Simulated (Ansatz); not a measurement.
In doubt: masses and optical values from hybrid runs of this build are listed as unsure (in some of the runs), which bears on the screening that GW takes from such a start.

Consider In2O3 (R-3c).

```xyz
10
Lattice="2.7435 1.5840 4.8367 -2.7435 1.5840 4.8367 0.0000 -3.1679 4.8367" Properties=species:S:1:pos:R:3 pbc="T T T"
In    0.0000    0.0000    5.1846
In    0.0000    0.0000    2.0704
In    0.0000    0.0000    9.3254
In    0.0000    0.0000   12.4396
O    -1.1084    1.5840    8.4642
O    -0.8176   -1.7519    8.4642
O     1.9259    0.1679    8.4642
O     1.1084   -1.5840    6.0458
O     0.8176    1.7519    6.0458
O    -1.9259   -0.1679    6.0458
```

The cell and positions come from the Crystallography Open Database and are kept as given unless a step says otherwise. This is not the form that In2O3 usually takes at ambient conditions. PAW set soft_2, made with PBE.

Gaps computed with Ansatz 0.2.0 without a self-energy: HSE06 2.82 eV, r2SCAN 1.88 eV and PBE0 3.52 eV.

Question: What gap should G0W0 on HSE06 give (4×4×4 mesh, 691 empty bands, screening to 180 eV, default PAW files)?

About 3.29 eV: on its mesh the run moves the gap from 2.82 eV by +0.46 eV. A band edge moves to another state on the way. Among the scalar-relativistic levels given, PBE0 is nearest (+0.23 eV). Bands and cutoff are finite, so the gap is not at the basis limit. The miss can reach some tenths of an eV and take either sign; the mesh is an error of its own. The many-body steps are scalar-relativistic: spin-orbit coupling is not in them.

[Paths, hosts, dates, memory and timing lines, banners, echoed tables and standing remarks are left out of the program output.]

[Logs are printed without paths, hosts, clocks, repeated set-up lines and the standing remarks that a program may print on its own settings, such as how far it seeks lower states.]

[Runs of the session that timed out or met a known fault of the program may be left out.]

[Cells called generated may have been cut or substituted from an entry of the Crystallography Open Database or the Materials Project.]

[Hosts, paths, dates, database ids (printed as entryN), source tags and the programs' standing remarks are cut or masked in the printed files.]
